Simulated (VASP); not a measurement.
# TiO2 (P4_2/mnm) in VASP: further runs

The runs below take TiO2 through relaxation of cell and atoms, with PBEsol.

Program: VASP 6.6.1. These are calculated values, not measurements. Logs are shortened: lines on timing, memory, paths and dates and some standing lists are left out, and cuts for length are marked.

## Step 1: Starting point

It takes space group P4_2/mnm (No. 136, tetragonal). The conventional cell has a = 4.592 Å, b = 4.592 Å, c = 2.957 Å, α = 90.00°, β = 90.00°, γ = 90.00°. Ti (site symmetry mmm) has 6 O at 1.95 to 1.98 Å as nearest neighbours. O (site symmetry m2m) is surrounded by 3 Ti at 1.95 to 1.98 Å.

## Step 2: Relaxation of cell and atoms, PBEsol

File INCAR:

```
PREC     = Accurate       # precision mode
ENCUT    = 600            # plane-wave cutoff, eV
EDIFF    = 1E-6           # SCF threshold, eV
ISMEAR   = 0              # smearing method
SIGMA    = 0.03           # smearing width, eV
LREAL    = F              # projectors in reciprocal space
LASPH    = T              # aspherical terms in the spheres
NELM     = 80             # most SCF steps
ALGO     = Normal         # electronic algorithm
ISIF     = 3              # what is computed and relaxed
LWAVE    = F              # write WAVECAR
LCHARG   = F              # write CHGCAR
GGA      = PS             # functional
IBRION   = 2              # ionic algorithm
NSW      = 90             # ionic steps
EDIFFG   = -0.01          # ionic threshold
KPAR     = 2
```

File KPOINTS:

```
Automatic mesh
0
Gamma
  6 6 10
```

File POSCAR:

```
TiO2
1.0
    4.5922000000      0.0000000000      0.0000000000
    0.0000000000      4.5922000000      0.0000000000
    0.0000000000      0.0000000000      2.9574000000
Ti O
2 4
Direct
    0.0000000000      0.0000000000      0.0000000000
    0.5000000000      0.5000000000      0.5000000000
    0.3049600000      0.3049600000      0.0000000000
    0.1950400000      0.8049600000      0.5000000000
    0.6950400000      0.6950400000      0.0000000000
    0.8049600000      0.1950400000      0.5000000000
```

Potentials or basis: VASP PAW PBE potentials, release 64 (Ti_sv, O).

Started as:

```bash
cat potpaw_PBE.64/Ti_sv/POTCAR potpaw_PBE.64/O/POTCAR > POTCAR
mpirun -np 2 vasp_std > vasp.out
```

OUTCAR:

```text
PREC = Accurate
   ENCUT = 600
   EDIFF = 1E-6
   ISMEAR = 0
   LREAL = F
   LASPH = T
   NELM = 80
   ISIF = 3
   GGA = PS
   IBRION = 2
   NSW = 90
   EDIFFG = -0.01

 ion  position               nearest neighbor table
   1  0.000  0.000  0.000-   4 1.95   6 1.95   4 1.95   6 1.95   5 1.98   3 1.98
   2  0.500  0.500  0.500-   3 1.95   5 1.95   3 1.95   5 1.95   4 1.98   6 1.98
   3  0.305  0.305  0.000-   2 1.95   2 1.95   1 1.98
   4  0.195  0.805  0.500-   1 1.95   1 1.95   2 1.98
   5  0.695  0.695  0.000-   2 1.95   2 1.95   1 1.98
   6  0.805  0.195  0.500-   1 1.95   1 1.95   2 1.98

  LATTYP: Found a simple tetragonal cell.
 ALAT       =     4.5922000000
 C/A-ratio  =     0.6440050520

  Lattice vectors:

 A1 = (   4.5922000000,   0.0000000000,   0.0000000000)
 A2 = (   0.0000000000,   4.5922000000,   0.0000000000)
 A3 = (   0.0000000000,   0.0000000000,   2.9574000000)

Analysis of symmetry for initial positions (statically):
=====================================================================
 Subroutine PRICEL returns:
 Original cell was already a primitive cell.

 Routine SETGRP: Setting up the symmetry group for a
 simple tetragonal supercell.

 Subroutine GETGRP returns: Found 16 space group operations
 (whereof  8 operations were pure point group operations)
 out of a pool of 16 trial point group operations.

The static configuration has the point symmetry D_2h.
 The point group associated with its full space group is D_4h.

Analysis of symmetry for dynamics (positions and initial velocities):
=====================================================================
 Subroutine PRICEL returns:
 Original cell was already a primitive cell.

 Routine SETGRP: Setting up the symmetry group for a
 simple tetragonal supercell.

 Subroutine GETGRP returns: Found 16 space group operations
 (whereof  8 operations were pure point group operations)
 out of a pool of 16 trial point group operations.

The dynamic configuration has the point symmetry D_2h.
 The point group associated with its full space group is D_4h.

 Subroutine INISYM returns: Found 16 space group operations
 (whereof  8 operations are pure point group operations),
 and found     1 'primitive' translations

----------------------------------------------------------------------------------------

                                     Primitive cell

  volume of cell :      62.3665

  direct lattice vectors                    reciprocal lattice vectors
     4.592200000  0.000000000  0.000000000     0.217760550  0.000000000  0.000000000
     0.000000000  4.592200000  0.000000000     0.000000000  0.217760550  0.000000000
     0.000000000  0.000000000  2.957400000     0.000000000  0.000000000  0.338134848

  length of vectors
     4.592200000  4.592200000  2.957400000     0.217760550  0.217760550  0.338134848

  position of ions in fractional coordinates (direct lattice)
     0.000000000  0.000000000  0.000000000
     0.500000000  0.500000000  0.500000000
     0.304960000  0.304960000  0.000000000
     0.195040000  0.804960000  0.500000000
     0.695040000  0.695040000  0.000000000
     0.804960000  0.195040000  0.500000000

  ion indices of the primitive-cell ions
   primitive index   ion index
                 1           1
                 2           2
                 3           3
                 4           4
                 5           5
                 6           6

----------------------------------------------------------------------------------------

 KPOINTS: Automatic mesh

Automatic generation of k-mesh.
 Grid dimensions read from file:
 generate k-points for:    6    6   10

 Generating k-lattice:

  Cartesian coordinates                     Fractional coordinates (reciprocal lattice)
     0.036293425  0.000000000  0.000000000     0.166666667  0.000000000  0.000000000
     0.000000000  0.036293425  0.000000000     0.000000000  0.166666667  0.000000000
     0.000000000  0.000000000  0.033813485     0.000000000  0.000000000  0.100000000

  Length of vectors
     0.036293425  0.036293425  0.033813485

  Shift w.r.t. Gamma in fractional coordinates (k-lattice)
     0.000000000  0.000000000  0.000000000

 Subroutine IBZKPT returns following result:
 ===========================================

 Found     60 irreducible k-points:

 Following reciprocal coordinates:
            Coordinates               Weight
  0.000000  0.000000  0.000000      1.000000
  0.166667  0.000000  0.000000      4.000000
  0.333333  0.000000  0.000000      4.000000
  0.500000  0.000000  0.000000      2.000000
  0.166667  0.166667  0.000000      4.000000
  0.333333  0.166667  0.000000      8.000000
[... 16 lines left out ...]
  0.333333  0.000000  0.200000      8.000000
  0.500000  0.000000  0.200000      4.000000
 [... further k-points ...]
   k-points           NKPTS =     60   k-points in BZ     NKDIM =     60   number of bands    NBANDS=     28
   number of dos      NEDOS =    301   number of ions     NIONS =      6
   total plane-waves  NPLWV =  38400
   dimension x,y,z NGX =    40 NGY =   40 NGZ =   24
   dimension x,y,z NGXF=    80 NGYF=   80 NGZF=   48
   ions per type =               2   4
   NGX,Y,Z   is equivalent  to a cutoff of  14.48, 14.48, 13.49 a.u.
   NGXF,Y,Z  is equivalent  to a cutoff of  28.96, 28.96, 26.98 a.u.
 SYSTEM =  unknown system
   PREC   = accura    normal or accurate (medium, high low for compatibility)
   ISTART =      0    job   : 0-new  1-cont  2-samecut
   ICHARG =      2    charge: 1-file 2-atom 10-const
   ISPIN  =      1    spin polarized calculation?
   LNONCOLLINEAR =      F non collinear calculations
   LSORBIT =      F    spin-orbit coupling
   LASPH  =      T    aspherical Exc in radial PAW
   ENCUT  =  600.0 eV  44.10 Ry    6.64 a.u.   9.17  9.17  5.91*2*pi/ulx,y,z
   NELM   =     80;   NELMIN=  2; NELMDL= -5     # of ELM steps
   EDIFF  = 0.1E-05   stopping-criterion for ELM
   LREAL  =      F    real-space projection
   EDIFFG = -.1E-01   stopping-criterion for IOM
   NSW    =     90    number of steps for IOM
   IBRION =      2    ionic relax: 0-MD 1-quasi-New 2-CG
   NFREE  =      1    steps in history (QN), initial steepest desc. (CG)
   ISIF   =      3    stress and relaxation
   ISYM   =      2    0-nonsym 1-usesym 2-fastsym
   POTIM  = 0.5000    time-step for ionic-motion
   TEBEG  =    0.0;   TEEND  =   0.0 temperature during run
   PSTRESS=    0.0 pullay stress
   NELECT =      48.0000    total number of electrons
   NUPDOWN=      -1.0000    fix difference up-down
   EMIN   =  10.00;   EMAX   =-10.00  energy-range for DOS
   EFERMI =   0.00;   METHOD = LEGACY
   ISMEAR =     0;   SIGMA  =   0.03  broadening in eV -4-tet -1-fermi 0-gaus
   EFERMI_NEDOS =   21; number of points for ismear=-14 and -15
   IALGO  =     38    algorithm
   IMIX   =      4    mixing-type and parameters
     AMIX     =   0.40;   BMIX     =  1.00
     AMIX_MAG =   1.60;   BMIX_MAG =  1.00
  volume/ion in A,a.u.               =      10.39        70.15
  Fermi-wavevector in a.u.,A,eV,Ry     =   1.500277  2.835112 30.624403  2.250830
  Thomas-Fermi vector in A             =   2.611798
   LORBIT       =      0    0 simple, 1 ext, 2 COOP (PROOUT), +10 PAW based schemes
   GGA     = PS    functional components
   LHFCALC =     F    Hartree Fock is set to
   AEXX    =    0.0000 exact exchange contribution
   IVDW    =     0    specifies the selected vdW correction
   LEPSILON=     F    determine dielectric tensor
   LRPA    =     F    only Hartree local field effects (RPA)
 conjugate gradient relaxation of ions
 non-spin polarized calculation
 Gauss-broadening in eV      SIGMA  =   0.03
  energy-cutoff  :      600.00
  volume of cell :       62.37
 maximum number of plane-waves:      2102
 NGX is ok and might be reduce to    40
   NGX = 19   NGY = 19   NGZ = 11

--------------------------------------- Ionic step        1  -------------------------------------------

 number of electron      47.9999989 magnetization

 Free energy of the ion-electron system (eV)
  ---------------------------------------------------
  ext. energy  EPLUGINS =         0.00000000
  ---------------------------------------------------
  free energy    TOTEN  =       -56.10482146 eV

  energy without entropy =      -56.10482146  energy(sigma->0) =      -56.10482146

------------------------ aborting loop because EDIFF is reached ----------------------------------------

  FORCE on cell =-STRESS in cart. coord.  units (eV):
  Direction    XX          YY          ZZ          XY          YZ          ZX
  --------------------------------------------------------------------------------------
  -------------------------------------------------------------------------------------
  Total       -0.2630391     -0.2630391     -0.9416572      0.0000000      0.0000000      0.0000000
  in kB       -6.7573946     -6.7573946    -24.1908849      0.0000000      0.0000000      0.0000000
  external PRESSURE =     -12.5685580 kB  Pullay stress =       0.0000000 kB
[... 105 lines left out ...]
  energy  without entropy=      -56.1071697924  energy(sigma->0) =      -56.10716979

--------------------------------------- Ionic step        4  -------------------------------------------

 number of electron      47.9999990 magnetization

 Free energy of the ion-electron system (eV)
  ---------------------------------------------------
  ext. energy  EPLUGINS =         0.00000000
  ---------------------------------------------------
  free energy    TOTEN  =       -56.10775038 eV

  energy without entropy =      -56.10775038  energy(sigma->0) =      -56.10775038

 E-fermi :   4.9282     XC(G=0): -11.7353

 val. band max:        4.7900959128   @ k =   0.0000   0.0000   0.0000
 cond. band min:       6.6212535522   @ k =   0.0000   0.0000   0.0000
 fundamental gap:      1.8311576394
 Fermi energy:         4.9281685884

 k-point     1 :       0.0000    0.0000    0.0000
  band No.  band energies     occupation
      1     -51.8440      2.00000
      2     -51.8258      2.00000
      3     -28.2732      2.00000
      4     -28.2732      2.00000
      5     -28.1000      2.00000
      6     -28.1000      2.00000
[... 733 lines left out ...]
     27       7.9307      0.00000
     28       7.9307      0.00000

 [... further k-points ...]
[... 5 lines left out ...]
  --------------------------------------------------------------------------------------
  -------------------------------------------------------------------------------------
  Total        0.0109929      0.0109929      0.0044441      0.0000000      0.0000000      0.0000000
  in kB        0.2838829      0.2838829      0.1147665      0.0000000      0.0000000      0.0000000
  external PRESSURE =       0.2275108 kB  Pullay stress =       0.0000000 kB
[... 21 lines left out ...]
  FREE ENERGIE OF THE ION-ELECTRON SYSTEM (eV)
  ---------------------------------------------------
  free  energy   TOTEN  =       -56.1077503791 eV

  energy  without entropy=      -56.1077503791  energy(sigma->0) =      -56.10775038

 reached required accuracy - stopping structural energy minimisation
```

Wall time 3 min (2 MPI ranks of Intel Xeon Platinum 8488C (Sapphire Rapids), shared host); peak memory 0.25 GiB.

Results:

```yaml
Free_energy: -56.1078 eV
Relaxed_volume: 10.34 Å³/atom
Relaxed_cell: a = 4.592 Å, b = 4.592 Å, c = 2.942 Å, α = 90.00°, β = 90.00°, γ = 90.00°
Space_group_after_relaxing_to_0.05_Å: P4_2/mnm (No. 136)
Energy_gained_by_relaxing: 0.5 meV/atom
Ionic_steps: 4
Pressure_after_relaxing: 0.0 GPa
Largest_force_after_relaxing: 0.006 eV/Å
Band_gap_on_the_k_mesh: 1.83 eV, direct
```

Forces on the atoms (eV/Å):
```
Ti   0.000  0.000  0.000
Ti   0.000  0.000  0.000
O    0.004  0.004  0.000
O   -0.004  0.004  0.000
O   -0.004 -0.004  0.000
O    0.004 -0.004  0.000
```

The path:
| step | energy change (eV) | largest force (eV/Å) | pressure (GPa) | volume (Å³) |
| --- | --- | --- | --- | --- |
| 1 | 0.0000 | 0.0539 | -1.26 | 62.37 |
| 2 | -0.0005 | 0.0656 | 1.75 | 61.63 |
| 3 | -0.0023 | 0.0597 | 0.34 | 61.98 |
| 4 | -0.0029 | 0.0055 | 0.02 | 62.04 |

Final structure:
```
Ti O
1.0
     4.59242    0.00000    0.00000
     0.00000    4.59242    0.00000
     0.00000    0.00000    2.94171
Ti O
2 4
Direct
  0.00000 0.00000 0.00000
  0.50000 0.50000 0.50000
  0.30429 0.30429 0.00000
  0.19572 0.80429 0.50000
  0.69572 0.69572 0.00000
  0.80429 0.19572 0.50000
```

Caveat: the PAW data sets were made with another functional, which shifts forces and pressure a little.

[end of part 1 of 2]
